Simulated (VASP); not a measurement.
Runs of VASP 6.6.1 on RbBr. The structure is cubic, space group Fm-3m (No. 225). Conventional cell: a = 6.854 Å, b = 6.854 Å, c = 6.854 Å, α = 90.00°, β = 90.00°, γ = 90.00°. Rb (site symmetry m-3m) has 6 Br at 3.43 Å as nearest neighbours. Br (site symmetry m-3m) is surrounded by 6 Rb at 3.43 Å. 

```tsv
task	level	cell	k mesh	cutoff (eV)	grid for exact exchange (PRECFOCK)	screening parameter	exchange at q = 0	share of exact exchange	gap on the mesh (eV)	pressure (GPa)
relaxation of cell and atoms	PBEsol	relaxed	8 × 8 × 8	600	-	-	-	-	(b)	0.0
band structure	HSE06	Fm-3m, 40.21 Å³/atom	4 × 4 × 4	520	Fast	0.2 1/A	-	-	5.55	0.8
band structure	PBE0	Fm-3m, 40.21 Å³/atom	4 × 4 × 4	520	Fast	-	truncated	-	(a)	0.8
band structure	PBE-EpsX	Fm-3m, 40.21 Å³/atom	4 × 4 × 4	520	Fast	-	truncated	0.3925	7.34	0.6
```

Alike in all rows: potentials or basis VASP PAW PBE potentials, release 64 (Rb_sv, Br); no spin polarisation; smearing gaussian 0.03 eV.

**Question.** Estimate the missing entries.

**Answer.** (a) 6.24; (b) 4.21.

Caveats: the PAW data sets were made with another functional, which shifts forces and pressure a little.

A k mesh can miss the band edges, and the runs leave out spin-orbit coupling on Br, Rb.

Runs at the PBE level aren't shown here.
